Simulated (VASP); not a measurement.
# CaO (Fm-3m) in VASP: further runs

The runs below take CaO through relaxation of cell and atoms, with PBEsol, LDA.

All numbers are computed with VASP 6.6.1; they aren't measurements. Logs are shortened: lines on timing, memory, paths and dates and some standing lists are left out, and cuts for length are marked.

### Step 1. Starting point

It takes space group Fm-3m (No. 225, cubic). Conventional cell: a = 4.907 Å, b = 4.907 Å, c = 4.907 Å, α = 90.00°, β = 90.00°, γ = 90.00°. Ca (site symmetry m-3m) is surrounded by 6 O at 2.45 Å. O (site symmetry m-3m) is surrounded by 6 Ca at 2.45 Å.

### Step 2. Relaxation of cell and atoms, PBEsol

INCAR

```
ALGO = Fast
EDIFF = 1E-7
EDIFFG = -0.005
ENCUT = 600
GGA = PS
IBRION = 2
ISIF = 3
ISMEAR = 0
LASPH = T
LCHARG = F
LREAL = F
LWAVE = F
NELM = 80
NSW = 90
PREC = Accurate
SIGMA = 0.02
```

KPOINTS

```
k-points
0
Gamma
  8 8 8
```

POSCAR

```
CaO
1.0
    0.0000000000      2.4535000000      2.4535000000
    2.4535000000      0.0000000000      2.4535000000
    2.4535000000      2.4535000000      0.0000000000
Ca O
1 1
Direct
    0.0000000000      0.0000000000      0.0000000000
    0.5000000000      0.5000000000      0.5000000000
```

Potentials or basis: VASP PAW PBE potentials, release 64 (Ca_sv, O).

The run is started by

```bash
$ cat potpaw_PBE.64/Ca_sv/POTCAR potpaw_PBE.64/O/POTCAR > POTCAR
$ mpirun -np 1 vasp_std > vasp.out
```

OUTCAR:

```text
EDIFF = 1E-7
   EDIFFG = -0.005
   ENCUT = 600
   GGA = PS
   IBRION = 2
   ISIF = 3
   ISMEAR = 0
   LASPH = T
   LREAL = F
   NELM = 80
   NSW = 90
   PREC = Accurate

 ion  position               nearest neighbor table
   1  0.000  0.000  0.000-   2 2.45   2 2.45   2 2.45   2 2.45   2 2.45   2 2.45
   2  0.500  0.500  0.500-   1 2.45   1 2.45   1 2.45   1 2.45   1 2.45   1 2.45

  LATTYP: Found a face centered cubic cell.
 ALAT       =     4.9070000000

  Lattice vectors:

 A1 = (   0.0000000000,   2.4535000000,   2.4535000000)
 A2 = (   2.4535000000,   0.0000000000,   2.4535000000)
 A3 = (   2.4535000000,   2.4535000000,   0.0000000000)

Analysis of symmetry for initial positions (statically):
=====================================================================
 Subroutine PRICEL returns:
 Original cell was already a primitive cell.

 Routine SETGRP: Setting up the symmetry group for a
 face centered cubic supercell.

 Subroutine GETGRP returns: Found 48 space group operations
 (whereof 48 operations were pure point group operations)
 out of a pool of 48 trial point group operations.

The static configuration has the point symmetry O_h .

Analysis of symmetry for dynamics (positions and initial velocities):
=====================================================================
 Subroutine PRICEL returns:
 Original cell was already a primitive cell.

 Routine SETGRP: Setting up the symmetry group for a
 face centered cubic supercell.

 Subroutine GETGRP returns: Found 48 space group operations
 (whereof 48 operations were pure point group operations)
 out of a pool of 48 trial point group operations.

The dynamic configuration has the point symmetry O_h .

 Subroutine INISYM returns: Found 48 space group operations
 (whereof 48 operations are pure point group operations),
 and found     1 'primitive' translations

----------------------------------------------------------------------------------------

                                     Primitive cell

  volume of cell :      29.5385

  direct lattice vectors                    reciprocal lattice vectors
     0.000000000  2.453500000  2.453500000    -0.203790503  0.203790503  0.203790503
     2.453500000  0.000000000  2.453500000     0.203790503 -0.203790503  0.203790503
     2.453500000  2.453500000  0.000000000     0.203790503  0.203790503 -0.203790503

  length of vectors
     3.469772975  3.469772975  3.469772975     0.352975506  0.352975506  0.352975506

  position of ions in fractional coordinates (direct lattice)
     0.000000000  0.000000000  0.000000000
     0.500000000  0.500000000  0.500000000

  ion indices of the primitive-cell ions
   primitive index   ion index
[... 101 lines left out ...]
   AEXX    =    0.0000 exact exchange contribution
   IVDW    =     0    specifies the selected vdW correction
   LEPSILON=     F    determine dielectric tensor
   LRPA    =     F    only Hartree local field effects (RPA)
 conjugate gradient relaxation of ions
 non-spin polarized calculation
 RMM-DIIS sequential band-by-band and
 Gauss-broadening in eV      SIGMA  =   0.02
  energy-cutoff  :      600.00
  volume of cell :       29.54
 maximum number of plane-waves:       995
   NGX = 13   NGY = 13   NGZ = 13

--------------------------------------- Ionic step        1  -------------------------------------------

 number of electron      16.0000005 magnetization

 Free energy of the ion-electron system (eV)
  ---------------------------------------------------
  ext. energy  EPLUGINS =         0.00000000
  ---------------------------------------------------
  free energy    TOTEN  =       -13.35517904 eV

  energy without entropy =      -13.35517904  energy(sigma->0) =      -13.35517904

------------------------ aborting loop because EDIFF is reached ----------------------------------------

  FORCE on cell =-STRESS in cart. coord.  units (eV):
  Direction    XX          YY          ZZ          XY          YZ          ZX
  --------------------------------------------------------------------------------------
  -------------------------------------------------------------------------------------
  Total       -1.4581535     -1.4581535     -1.4581535     -0.0000000      0.0000000     -0.0000000
  in kB      -79.0907431    -79.0907431    -79.0907431     -0.0000000      0.0000000     -0.0000000
  external PRESSURE =     -79.0907431 kB  Pullay stress =       0.0000000 kB
[... 59 lines left out ...]
--------------------------------------- Ionic step        3  -------------------------------------------

 number of electron      15.9999997 magnetization

 Free energy of the ion-electron system (eV)
  ---------------------------------------------------
  ext. energy  EPLUGINS =         0.00000000
  ---------------------------------------------------
  free energy    TOTEN  =       -13.41713495 eV

  energy without entropy =      -13.41713495  energy(sigma->0) =      -13.41713495

 E-fermi :   2.5223     XC(G=0): -10.8364

 val. band max:        2.3075907906   @ k =   0.0000   0.0000   0.0000
 cond. band min:       5.8336521663   @ k =   0.5000   0.5000   0.0000
 fundamental gap:      3.5260613757
 Fermi energy:         2.5223390294

 k-point     1 :       0.0000    0.0000    0.0000
  band No.  band energies     occupation
      1     -34.9963      2.00000
      2     -15.8221      2.00000
      3     -15.8221      2.00000
      4     -15.8221      2.00000
      5     -13.1757      2.00000
      6       2.3076      2.00000
      7       2.3076      2.00000
      8       2.3076      2.00000
      9       7.0542      0.00000
     10       8.5489      0.00000
     11       8.5489      0.00000
     12       8.5489      0.00000
[... 331 lines left out ...]
 k-point    24 :      -0.3750    0.2500    0.1250
  band No.  band energies     occupation
      1     -34.8612      2.00000
      2     -16.8216      2.00000
      3     -16.0871      2.00000
      4     -15.9608      2.00000
      5     -12.1606      2.00000
      6       0.1826      2.00000
      7       1.1418      2.00000
      8       1.2081      2.00000
      9       9.0926      0.00000
     10       9.1551      0.00000
     11      11.2133      0.00000
     12      11.4072      0.00000

 [... further k-points ...]

------------------------ aborting loop because EDIFF is reached ----------------------------------------

  FORCE on cell =-STRESS in cart. coord.  units (eV):
  Direction    XX          YY          ZZ          XY          YZ          ZX
  --------------------------------------------------------------------------------------
  -------------------------------------------------------------------------------------
  Total        0.0029836      0.0029836      0.0029836      0.0000000      0.0000000      0.0000000
  in kB        0.1757114      0.1757114      0.1757114      0.0000000      0.0000000      0.0000000
  external PRESSURE =       0.1757114 kB  Pullay stress =       0.0000000 kB
[... 17 lines left out ...]
  FREE ENERGIE OF THE ION-ELECTRON SYSTEM (eV)
  ---------------------------------------------------
  free  energy   TOTEN  =       -13.4171349499 eV

  energy  without entropy=      -13.4171349499  energy(sigma->0) =      -13.41713495

 reached required accuracy - stopping structural energy minimisation
```

Run time: 48 s. Hardware: 1 thread of Intel Xeon Platinum 8488C (Sapphire Rapids), shared host; peak memory 0.17 GiB.

Results:

```
Free energy                            : -13.4171 eV
Relaxed volume                         : 13.60 Å³/atom
Relaxed cell                           : a = 3.376 Å, b = 3.376 Å, c = 3.376 Å, α = 60.00°, β = 60.00°, γ = 60.00°
Space group after relaxing (to 0.05 Å) : Fm-3m (No. 225)
Energy gained by relaxing              : 31.0 meV/atom
Ionic steps                            : 3
Pressure after relaxing                : 0.0 GPa
Band gap on the k mesh                 : 3.53 eV, indirect (least direct gap 3.90 eV)
```

Step by step:
```csv
step,energy change (eV),largest force (eV/Å),pressure (GPa),volume (Å³)
1,0.0000,0.0000,-7.91,29.54
2,-0.0556,0.0000,3.09,26.53
3,-0.0620,0.0000,0.02,27.21
```

Final structure:
```yaml
crystal:
  lattice:
    - [0.00000, 2.38713, 2.38713]
    - [2.38713, 0.00000, 2.38713]
    - [2.38713, 2.38713, 0.00000]
  atoms:
    - { symbol: Ca, position: [0.00000, 0.00000, 0.00000] }
    - { symbol: O, position: [0.50000, 0.50000, 0.50000] }
```

Caveat: the PAW data sets were made with another functional, which shifts forces and pressure a little. A k mesh can miss the band edges.

### Step 3. Relaxation of cell and atoms, LDA

INCAR: that of step 2 with these lines changed.

```diff
@@ -4,3 +4,3 @@
 ENCUT = 600
-GGA = PS
+GGA = CA
 IBRION = 2
```

KPOINTS is that of step 2.

POSCAR is that of step 2.

Potentials or basis: VASP PAW LDA potentials, release 64 (Ca_sv, O).

The run is started by

```bash
$ cat potpaw_LDA.64/Ca_sv/POTCAR potpaw_LDA.64/O/POTCAR > POTCAR
$ mpirun -np 1 vasp_std > vasp.out
```

It took 47 s on 1 thread of Intel Xeon Platinum 8488C (Sapphire Rapids), shared host; peak memory 0.16 GiB.

It converged, with:

```yaml
Free_energy: -14.2295 eV
Relaxed_volume: 13.12 Å³/atom
Relaxed_cell: a = 3.336 Å, b = 3.336 Å, c = 3.336 Å, α = 60.00°, β = 60.00°, γ = 60.00°
Space_group_after_relaxing_to_0.05_Å: Fm-3m (No. 225)
Energy_gained_by_relaxing: 67.1 meV/atom
Ionic_steps: 3
Pressure_after_relaxing: 0.0 GPa
Band_gap_on_the_k_mesh: 3.43 eV, indirect (least direct gap 3.79 eV)
```

Step by step:
```tsv
step	energy change (eV)	largest force (eV/Å)	pressure (GPa)	volume (Å³)
1	0.0000	0.0000	-11.72	29.54
2	-0.1146	0.0000	6.00	25.16
3	-0.1342	0.0000	0.01	26.24
```

Final structure:
```
Ca O
1.0
     0.00000    2.35862    2.35862
     2.35862    0.00000    2.35862
     2.35862    2.35862    0.00000
Ca O
1 1
Direct
  0.00000 0.00000 0.00000
  0.50000 0.50000 0.50000
```

Levels at points of the mesh, in eV from the valence-band top:
| k point | band 6 | band 7 | band 8 | band 9 | band 10 | band 11 |
| --- | --- | --- | --- | --- | --- | --- |
| (0.00, 0.00, 0.00) | 0.00 | 0.00 | 0.00 | 5.08 | 6.24 | 6.24 |
| (0.50, 0.00, 0.00) | -2.85 | -1.35 | -1.35 | 7.22 | 8.61 | 8.61 |
| (0.50, 0.50, 0.00) | -1.27 | -0.36 | -0.36 | 3.43 | 8.45 | 9.20 |

Caveat: the volume moved by -11 % from the deposited cell, more than functionals usually miss.
